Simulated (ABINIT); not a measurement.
Input of an ABINIT 10.8.3 (patched build) run:

The input run.abi:

```
# Pseudopotentials
pp_dirpath "./"
pseudos "C.GGA_PBE-JTH.xml"

# Structure
acell 2.4561701622 2.4561701622 8.52380336 Angstrom
rprim
     1.0000000000     0.0000000000     0.0000000000
    -0.5000000000     0.8660254038     0.0000000000
     0.0000000000     0.0000000000     1.0000000000
ntypat 1
znucl 6
natom 2
typat 1 1
xred
     0.6666666667     0.3333333333     0.0000000000
     0.3333333333     0.6666666667     0.0000000000

# Plane-wave basis
ecut 19.0
pawecutdg 38.0
pawovlp 30

# k points
kptopt 1
ngkpt 12 12 3
nshiftk 1
shiftk 0.0 0.0 0.0

# Exchange and correlation
ixc 11

# Bands and occupations
nband 8
occopt 3
tsmear 0.05 eV

# SCF cycle
nstep 100
tolvrs 1.0e-9

# Output
iomode 3
prtwf 0
prtden 0
prteig 0
prtebands 0
enunit 1
```

Potentials or basis: JTH PAW PBE v2.0.

Run with:

```bash
$ abinit run.abi > log 2>&1
```

(1) Predict the band gap on the k mesh.

## Answers

(1) none (metal or under the smearing width).

Caveat: the atomic spheres overlap.
